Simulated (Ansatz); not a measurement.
**BaTiO3: response to strain**

Aim: deform BaTiO3 (equal xy, yz and zx engineering shear strains of -1 %) and compute stress, forces and field gradients with LAPW, PAW and all-electron datasets made for the crystal.

Method: DFT PBE, scalar-relativistic, in Ansatz 0.2.0.

## (1) The structure to begin with

It takes space group Pm-3m (No. 221, cubic). The conventional cell has a = 4.007 Å, b = 4.007 Å, c = 4.007 Å, α = 90.00°, β = 90.00°, γ = 90.00°. Around Ba (site symmetry m-3m) lie 12 O at 2.83 Å. Ti (site symmetry m-3m) is surrounded by 6 O at 2.00 Å. O (site symmetry 4/mmm) has 2 Ti at 2.00 Å and 4 Ba at 2.83 Å as nearest neighbours.

Structure file:

```cif
data_structure
_symmetry_space_group_name_H-M 'Pm-3m'
_symmetry_Int_Tables_number 221
_cell_length_a 4.0073
_cell_length_b 4.0073
_cell_length_c 4.0073
_cell_angle_alpha 90.000
_cell_angle_beta 90.000
_cell_angle_gamma 90.000
_cell_volume 64.35
loop_
_atom_site_label
_atom_site_type_symbol
_atom_site_symmetry_multiplicity
_atom_site_Wyckoff_symbol
_atom_site_fract_x
_atom_site_fract_y
_atom_site_fract_z
_atom_site_occupancy
Ba1 Ba 1 b 0.50000 0.50000 0.50000 1
Ti1 Ti 1 a 0.00000 0.00000 0.00000 1
O1 O 3 d 0.50000 0.00000 0.00000 1
```

The file gives the conventional cell by its symmetry; the runs use the cell typed in the input.

Atoms are numbered in the order of the input: Ba1, Ti2, O3, O4, O5.

## (2) After the deformation

Space group Pm-3m before, R-3m after.

## (3) LAPW, all electrons

Contents of input.yaml:

```yaml
crystal:
  lattice:
    - [4.0073, -0.0200365, -0.0200365]
    - [-0.0200365, 4.0073, -0.0200365]
    - [-0.0200365, -0.0200365, 4.0073]
  atoms:
    - { symbol: Ba, position: [0.5, 0.5, 0.5] }
    - { symbol: Ti, position: [0.0, 0.0, 0.0] }
    - { symbol: O, position: [0.5, 0.0, 0.0] }
    - { symbol: O, position: [0.0, 0.5, 0.0] }
    - { symbol: O, position: [0.0, 0.0, 0.5] }
kpoints:
  mp_grid: { grid: [8, 8, 8] }
  band_path:
    path:
      - [0.0, 0.0, 0.0]
      - [0.5, 0.0, 0.0]
      - [0.5, -0.5, 0.5]
      - [0.4901240068, -0.5098759932, 0.4901240068]
      - [0.4901240068, 0.4901240068, 0.4901240068]
      - [0.0, 0.0, 0.0]
      - [0.5, -0.5, 0.0]
    npoints: 5
scf:
  occupations: { method: fermi_dirac, width: 0.05 }
hamiltonian:
  xc: pbe
  pseudopotentials: { kind: all_electron, lapw: { basis_error: 0.001 } }
output:
  forces: true
  stress: true
  eigenvalues: true
```

The run is started by

```sh
> ansatz run input.yaml --threads 2 --pin off --max-ram 6144MiB --backend cpu --events-out ev --progress --plain --runs-dir out
```

## (4) PAW on the default files

Contents of input.yaml:

```yaml
crystal:
  lattice:
    - [4.0073, -0.0200365, -0.0200365]
    - [-0.0200365, 4.0073, -0.0200365]
    - [-0.0200365, -0.0200365, 4.0073]
  atoms:
    - { symbol: Ba, position: [0.5, 0.5, 0.5] }
    - { symbol: Ti, position: [0.0, 0.0, 0.0] }
    - { symbol: O, position: [0.5, 0.0, 0.0] }
    - { symbol: O, position: [0.0, 0.5, 0.0] }
    - { symbol: O, position: [0.0, 0.0, 0.5] }
kpoints:
  mp_grid: { grid: [8, 8, 8] }
scf:
  occupations: { method: fermi_dirac, width: 0.05 }
hamiltonian:
  xc: pbe
  pseudopotentials: { kind: paw }
output:
  forces: true
  stress: true
  eigenvalues: true
  efg: { contact_densities: true }
  write_density: true
  write_potential: true
  elf: true
  volumetric_format: npy
```

## (5) All-electron PAW on datasets made for the crystal

Changes to input.yaml since step 4:

```diff
@@ -17,3 +17,3 @@
   xc: pbe
-  pseudopotentials: { kind: paw }
+  pseudopotentials: { kind: all_electron, datasets: crystal }
 output:
@@ -23,5 +23 @@
   efg: { contact_densities: true }
-  write_density: true
-  write_potential: true
-  elf: true
-  volumetric_format: npy
```

(Steps that only read results are left out.)

Q: Predict the outcome of this session. Wanted: pressure; largest shear or deviatoric stress.

The runs gave:

```
                                 quantity                                           value
                                 pressure  LAPW 1.53, PAW 1.51, crystal datasets 1.53 GPa
largest shear or deviatoric stress (LAPW)                                        1.22 GPa
```

In words: The largest part of the stress beyond the pressure is 1.22 GPa in size; the atoms are carried along and not relaxed. No run of the undeformed cell stands beside it, so the pressure holds what the given cell had before the change. PAW: stress within 0.01 GPa of LAPW. Crystal datasets: stress within 0.01 GPa of LAPW. Spin-orbit coupling is left out, though the cell holds Ba; in elements this heavy it can shift bands and gaps by tenths of an eV.
